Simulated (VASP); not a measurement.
# AlN (Fm-3m) in VASP: a series of runs, part 3 of 3

VASP 6.6.1.

### 6 G0W0 quasiparticle levels, PBE

POSCAR reads:

```
AlN
1.0
    0.0000000000      2.0345180000      2.0345180000
    2.0345180000      0.0000000000      2.0345180000
    2.0345180000      2.0345180000      0.0000000000
Al N
1 1
Direct
    0.5000000000      0.5000000000      0.5000000000
    0.0000000000      0.0000000000      0.0000000000
```

INCAR.step1 reads:

```
ALGO = Normal ; EDIFF = 1E-8
ENCUT = 450 ; GGA = PE
ISMEAR = 0 ; LASPH = T
LCHARG = F ; LREAL = F
LWAVE = T ; NELM = 100
PREC = Accurate ; SIGMA = 0.01
```

INCAR.step2 reads:

```
ALGO = Exact ; EDIFF = 1E-8
ENCUT = 450 ; GGA = PE
ISMEAR = 0 ; ISTART = 1
LASPH = T ; LCHARG = F
LOPTICS = T ; LREAL = F
LWAVE = T ; NBANDS = 16
NELM = 1 ; PREC = Accurate
SIGMA = 0.01
```

INCAR.step3 reads:

```
ALGO = EVGW0 ; EDIFF = 1E-8
ENCUT = 450 ; ENCUTGW = 75
GGA = PE ; ISMEAR = 0
ISTART = 1 ; LASPH = T
LCHARG = F ; LREAL = F
LWAVE = F ; NBANDS = 16
NBANDSGW = 12 ; NELMGW = 1
NOMEGA = 48 ; PREC = Accurate
PRECFOCK = Fast ; SIGMA = 0.01
```

KPOINTS reads:

```
k-points
0
Gamma
  3 3 3
```

Potentials or basis: VASP PAW PBE potentials, release 64 (Al_GW, N_GW).

On the command line:

```bash
$ cat potpaw_PBE.64/Al_GW/POTCAR potpaw_PBE.64/N_GW/POTCAR > POTCAR
$ cp INCAR.step1 INCAR
$ mpirun -np 1 vasp_std > vasp.out
$ cp INCAR.step2 INCAR
$ mpirun -np 1 vasp_std > vasp.out
$ cp INCAR.step3 INCAR
$ mpirun -np 1 vasp_std > vasp.out
```

OUTCAR:

```text
EDIFF = 1E-8
   ENCUT = 450
   ENCUTGW = 75
   GGA = PE
   ISMEAR = 0
   ISTART = 1
   LASPH = T
   LREAL = F
   NELMGW = 1
   PREC = Accurate
   PRECFOCK = Fast

 Found      4 irreducible k-points:

 Following reciprocal coordinates:
            Coordinates               Weight
  0.000000  0.000000  0.000000      1.000000
  0.333333  0.000000  0.000000      8.000000
  0.333333  0.333333  0.000000      6.000000
 -0.333333  0.333333  0.000000     12.000000
   k-points           NKPTS =      4   k-points in BZ     NKDIM =     27   number of bands    NBANDS=     16
   number of dos      NEDOS =    301   number of ions     NIONS =      2
   total plane-waves  NPLWV =   8000
   dimension x,y,z NGX =    20 NGY =   20 NGZ =   20
   dimension x,y,z NGXF=    40 NGYF=   40 NGZF=   40
   ions per type =               1   1
   NGX,Y,Z   is equivalent  to a cutoff of  11.56, 11.56, 11.56 a.u.
   NGXF,Y,Z  is equivalent  to a cutoff of  23.11, 23.11, 23.11 a.u.
 SYSTEM =  unknown system
   PREC   = accura    normal or accurate (medium, high low for compatibility)
   ISTART =      1    job   : 0-new  1-cont  2-samecut
   ICHARG =      0    charge: 1-file 2-atom 10-const
   ISPIN  =      1    spin polarized calculation?
   LNONCOLLINEAR =      F non collinear calculations
   LSORBIT =      F    spin-orbit coupling
   LASPH  =      T    aspherical Exc in radial PAW
   ENCUT  =  450.0 eV  33.07 Ry    5.75 a.u.   4.98  4.98  4.98*2*pi/ulx,y,z
   NELM   =     60;   NELMIN=  2; NELMDL=  0     # of ELM steps
   EDIFF  = 0.1E-07   stopping-criterion for ELM
   LREAL  =      F    real-space projection
   EDIFFG = 0.1E-06   stopping-criterion for IOM
   NSW    =      0    number of steps for IOM
   IBRION =     -1    ionic relax: 0-MD 1-quasi-New 2-CG
   NFREE  =      0    steps in history (QN), initial steepest desc. (CG)
   ISIF   =      0    stress and relaxation
   ISYM   =      3    0-nonsym 1-usesym 2-fastsym
   POTIM  = 0.5000    time-step for ionic-motion
   TEBEG  =    0.0;   TEEND  =   0.0 temperature during run
   PSTRESS=    0.0 pullay stress
   NELECT =       8.0000    total number of electrons
   NUPDOWN=      -1.0000    fix difference up-down
   EMIN   =  10.00;   EMAX   =-10.00  energy-range for DOS
   EFERMI =   0.00;   METHOD = LEGACY
   ISMEAR =     0;   SIGMA  =   0.01  broadening in eV -4-tet -1-fermi 0-gaus
   EFERMI_NEDOS =   21; number of points for ismear=-14 and -15
   IALGO  =     38    algorithm
   IMIX   =      4    mixing-type and parameters
     AMIX     =   0.40;   BMIX     =  1.00
     AMIX_MAG =   1.60;   BMIX_MAG =  1.00
  volume/ion in A,a.u.               =       8.42        56.83
  Fermi-wavevector in a.u.,A,eV,Ry     =   1.277321  2.413786 22.198561  1.631548
  Thomas-Fermi vector in A             =   2.409927
   LORBIT       =      0    0 simple, 1 ext, 2 COOP (PROOUT), +10 PAW based schemes
   GGA     = PE    functional components
   LHFCALC =     T    Hartree Fock is set to
   PRECFOCK=fast      Normal, Fast or Accurate (Low or Medium for compatibility)
   ENCUT4O =  -1.0   cutoff for four orbital integrals eV
   NKREDX  =     1    reduce k-point grid by
   NKREDY  =     1    reduce k-point grid by
   NKREDZ  =     1    reduce k-point grid by
   AEXX    =    1.0000 exact exchange contribution
   HFSCREEN=    0.0000 screening length (either q_TF or 0.3 A-1)
   HFSCREENC=   0.0000 screening length for correlation (either q_TF or 0.3 A-1)
   ENCUTFOCK=  -1.0 apply spherical cutoff to Coloumb kernel
   IVDW    =     0    specifies the selected vdW correction
   LEPSILON=     F    determine dielectric tensor
   LRPA    =     F    only Hartree local field effects (RPA)
   LRPAFORCE           =     F    calculate RPA forces
   ENCUTGW             =  75.0    cutoff for response function in eV
   ENCUTGWSOFT         =  60.0    soft cutoff for Coulomb kernel in GW response function in eV
   ENCUTLF             =  -1.0    cutoff for local field effects
   NELMGW              =     1    number of iterations in solving QP/BSE equation
   NELMHF              =     1    number of iterations in the inner HF iteration
   NKREDLFX            =     1    NKREDLFY  =   1   NKREDLFZ  =   1
 non-spin polarized calculation
 Gauss-broadening in eV      SIGMA  =   0.01
  energy-cutoff  :      450.00
  volume of cell :       16.84
 maximum number of plane-waves:       375
  NGX = 12; NGY = 12; NGZ = 12
   NGX =  9   NGY =  9   NGZ =  9
 maximum number of plane-waves:        27
 NGX is ok and might be reduce to    10

 QP shifts <psi_nk| G(iteration)W_0 |psi_nk>: iteration 1
 for sc-GW calculations column KS-energies equals QP-energies in previous step
 and V_xc(KS)=  KS-energies - (<T + V_ion + V_H > + <T+V_H+V_ion>^1  + <V_x>^1)

 k-point   1 :       0.0000    0.0000    0.0000
  band No.  KS-energies  QP-energies   sigma(KS)   V_xc(KS)     V^pw_x(r,r')   Z            occupation Imag(sigma)

      1      -8.8173     -10.0191     -16.2603     -14.5807     -24.7400       0.7156       2.0000       1.5260
      2       8.6417       8.7432     -17.2092     -17.3363     -21.4544       0.7991       2.0000       0.1399
      3       8.6417       8.7432     -17.2092     -17.3363     -21.4544       0.7991       2.0000       0.1399
      4       8.6417       8.7432     -17.2092     -17.3363     -21.4544       0.7991       2.0000       0.1399
      5      13.9874      15.5024     -12.7118     -14.5892      -8.4956       0.8070       0.0000      -0.1317
      6      20.5617      22.0852      -8.7432     -10.5978      -4.3058       0.8214       0.0000      -0.1611
      7      20.5617      22.0852      -8.7432     -10.5978      -4.3058       0.8214       0.0000      -0.1611
      8      20.5617      22.0852      -8.7432     -10.5978      -4.3058       0.8214       0.0000      -0.1611
      9      25.6576      26.5681      -8.2129      -9.4009      -2.4763       0.7664       0.0000      -0.5301
     10      26.0934      28.0470      -9.0645     -11.4784      -4.4140       0.8093       0.0000      -0.2426
     11      26.0934      28.0470      -9.0645     -11.4784      -4.4140       0.8093       0.0000      -0.2426
     12      26.9887      28.6403      -9.0435     -11.1255      -2.8392       0.7933       0.0000      -0.6417
[... 36 lines left out ...]
      1      -4.8088      -5.8348     -17.9791     -16.6935     -26.0140       0.7981       2.0000       1.1396
      2       2.4746       1.8327     -14.5445     -13.7207     -19.1605       0.7792       2.0000       0.2238
      3       2.7783       2.1155     -14.6167     -13.7665     -19.2138       0.7795       2.0000       0.2186
      4       6.7059       6.4866     -16.3065     -16.0313     -20.6362       0.7965       2.0000       0.1588
      5      14.9498      16.2450      -9.4013     -10.9767      -5.1572       0.8222       0.0000      -0.1277
      6      18.9625      20.9619     -12.2270     -14.7418      -7.8571       0.7950       0.0000      -0.1683
      7      20.4572      22.4894     -12.1896     -14.7639      -7.5244       0.7894       0.0000      -0.2054
      8      21.9832      23.8237      -9.9562     -12.2465      -4.9831       0.8036       0.0000      -0.2442
      9      24.8370      26.3757      -9.4043     -11.3985      -3.7527       0.7716       0.0000      -0.3837
     10      28.3344      30.0808      -8.4071     -10.5322      -3.1688       0.8218       0.0000      -0.5403
     11      31.7419      33.5131      -8.4099     -10.6832      -2.2499       0.7791       0.0000      -0.8297
     12      35.0344      37.5485      -9.8065     -12.9358      -3.8165       0.8034       0.0000      -1.0191
```

OUTCAR.step2:

```text
EDIFF = 1E-8
   ENCUT = 450
   GGA = PE
   ISMEAR = 0
[... 516 lines left out ...]
  --------------------------------------------------------------------------------------------------------------
     0.00000     8.27600     8.27600     8.27600    -0.00000    -0.00000     0.00000
     0.69746     8.33266     8.33266     8.33266    -0.00000    -0.00000     0.00000
     1.39493     8.51107     8.51107     8.51107    -0.00000    -0.00000     0.00000
     2.09239     8.83341     8.83341     8.83341    -0.00000    -0.00000     0.00000
     2.78986     9.34827     9.34827     9.34827    -0.00000    -0.00000     0.00000
     3.48732    10.15926    10.15926    10.15926    -0.00000    -0.00000     0.00000
[... 92 lines left out ...]
    68.35154     0.85293     0.85293     0.85293     0.00000     0.00000    -0.00000
    69.04900     0.85610     0.85610     0.85610     0.00000     0.00000    -0.00000
```

It took 12 s on 1 thread of AMD EPYC 7R43 (Zen 3), shared host; peak memory 0.1 GiB.

The run converged, but some of its settings lie outside the range that counts as converged, so its numbers aren't taken as properties of the crystal.

What came out:

* Band gap on the k mesh, mean-field level: 5.35 eV, direct
* Quasiparticle gap: 6.76 eV
* Least direct quasiparticle gap: 6.76 eV

Caveat: the k mesh is coarse (spacing up to 0.89 Å⁻¹), so the values aren't converged; bands, screening cutoff and mesh are small and nothing is extrapolated, so the quasiparticle values aren't converged.
